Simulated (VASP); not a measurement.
Write the native input for VASP 6.6.1 that does the following.

| Quantity | Value |
| --- | --- |
| Task | relaxation of the atoms |
| Functional | PBE |
| Potentials or basis | VASP PAW PBE potentials, release 64 (Si, C) |
| Cutoff | 600 eV |
| k mesh | 12 × 12 × 12 |
| Occupations | gaussian, width 0.03 eV |
| Spin | no spin polarisation |
| Further INCAR settings | ALGO = Fast; EDIFF = 1e-07; IBRION = 2; EDIFFG = -0.01; NSW = 40 |

The structure of SiC lies in POSCAR:

```
SiC                                     
1.0
    0.0000000000      2.0556451880      2.0556451880
    2.0556451880      0.0000000000      2.0556451880
    2.0556451880      2.0556451880      0.0000000000
  Si              C             
     1     1
Direct
     0.0000000000000000    0.0000000000000000    0.0000000000000000
     0.5000000000000000    0.5000000000000000    0.5000000000000000
```

The cell was built by a generator and needn't be a form met in nature.

The cell isn't the ideal one: a relaxed cell with its volume scaled by 1.04.

One way to write it, as run:

INCAR

```
PREC = Accurate ; ENCUT = 600
EDIFF = 1E-7 ; ISMEAR = 0
SIGMA = 0.03 ; LREAL = False
LASPH = True ; NELM = 80
ALGO = Fast ; ISIF = 2
LWAVE = False ; LCHARG = False
GGA = PE ; IBRION = 2
NSW = 40 ; EDIFFG = -0.01
```

KPOINTS

```
Automatic mesh
0
Gamma
  12 12 12
```

Potentials or basis: VASP PAW PBE potentials, release 64 (Si, C).

Run with:

```console
$ cat potpaw_PBE.64/Si/POTCAR potpaw_PBE.64/C/POTCAR > POTCAR
$ mpirun -np 1 vasp_std > vasp.out
```

Results of the run:

The pressure after relaxing is -9.5 GPa and the band gap on the k mesh is none (metal or under the smearing width).

Caveat: the relaxation stopped at its first step, so nothing moved.

Run time: 4.4 s on 1 thread of Intel(R) Xeon(R) 6975P-C (Granite Rapids), with other jobs on the host, peak memory 0.14 GiB.
